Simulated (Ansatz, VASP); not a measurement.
# HfC in VASP and in Ansatz

```
Hf C
1.0
     0.00000    2.35560    2.35560
     2.35560    0.00000    2.35560
     2.35560    2.35560    0.00000
Hf C
1 1
Direct
  0.50000 0.50000 0.50000
  0.00000 0.00000 0.00000
```

Change from the starting cell: volume scaled by 1.04, PAW files.

Alike in both runs: task electric field gradients; functional LDA; k mesh 12 × 12 × 12; occupations fermi-dirac, width 0.05 eV; no spin polarisation.

```csv
,VASP,Ansatz
version,VASP 6.6.1,Ansatz 0.2.0
potentials or method,"VASP PAW LDA potentials, release 64 (Hf_pv, C)","PAW with Ansatz's default frozen-core files, scalar-relativistic"
plane-wave cutoff (eV),520,420
valence electrons in the cell,14,30
```

VASP gave:

- pressure (GPa): -19.5
- Vzz of the field gradient on the site that differs most (V/Å²): 0.0

Question: What did Ansatz give for the same quantities?

Answer: Pressure (GPa): -19.6; Vzz of the field gradient on the site that differs most (V/Å²): 0.0.

The two sets of potentials don't hold the same shells in valence. Ansatz warned: «gradients_without_spin_orbit».

Caveats: so large a pressure means that the cell lies far from this level's equilibrium, or that cutoff or potentials fall short (VASP). Spin-orbit coupling is left out, which matters for the levels of Hf.
